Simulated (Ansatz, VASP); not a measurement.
# One calculation of CdTe, two programs

File INCAR:

```
SYSTEM = CdTe
  PREC = Accurate
  ENCUT = 520
  EDIFF = 1E-7
  ISMEAR = -1
  SIGMA = 0.02
  LREAL = .False.
  LASPH = .True.
  NELM = 100
  ALGO = Fast
  ISIF = 2
  LWAVE = .False.
  LCHARG = .False.
  GGA = PE
  NBANDS = 16
```

The input KPOINTS:

```
regular mesh
0
Gamma
  6 6 6
  0 0 0
```

The input POSCAR:

```
CdTe
1.0
    0.0000000000      3.3471941971      3.3471941971
    3.3471941971      0.0000000000      3.3471941971
    3.3471941971      3.3471941971      0.0000000000
Cd Te
1 1
Direct
    0.0000000000      0.0000000000      0.0000000000
    0.2500000000      0.2500000000      0.2500000000
```

Input for Ansatz:

```yaml
crystal:
  lattice:
    - [0.0, 3.3471941971, 3.3471941971]
    - [3.3471941971, 0.0, 3.3471941971]
    - [3.3471941971, 3.3471941971, 0.0]
  atoms:
    - { symbol: Cd, position: [0.0, 0.0, 0.0] }
    - { symbol: Te, position: [0.25, 0.25, 0.25] }
kpoints:
  mp_grid: { grid: [6, 6, 6] }
  band_path:
    path:
      - [0.0, 0.0, 0.0]
      - [-0.5, -0.5, 0.0]
      - [-0.375, -0.375, 0.25]
      - [-0.375, 0.0, 0.375]
      - [0.0, 0.0, 0.5]
      - [-0.5, -0.25, 0.25]
    npoints: 1
hamiltonian:
  xc: pbe
scf:
  occupations: { method: fermi_dirac, width: 0.02 }
  n_extra_bands: 4
output:
  forces: true
  stress: true
  eigenvalues: true
```

Change from the starting cell: hydrostatic strain +2.0%.

Alike in both runs: task single point; functional PBE; k mesh 6 × 6 × 6; occupations fermi-dirac, width 0.02 eV; no spin polarisation.

|  | VASP | Ansatz |
| --- | --- | --- |
| version | VASP 6.6.1 | Ansatz 0.2.0 |
| potentials or method | VASP PAW PBE potentials, release 64 (Cd, Te) | plane waves, PAW |
| plane-wave cutoff (eV) | 520 | 420 |
| valence electrons in the cell | 18 | 36 |

Ansatz gave:

| Quantity | Value |
| --- | --- |
| pressure (GPa) | -1.1 |

Task: Estimate VASP's values.

Result: Pressure (GPa): -1.0.

The two sets of potentials don't hold the same shells in valence.

Caveats: spin-orbit coupling is left out, which moves the levels of the heavy elements.
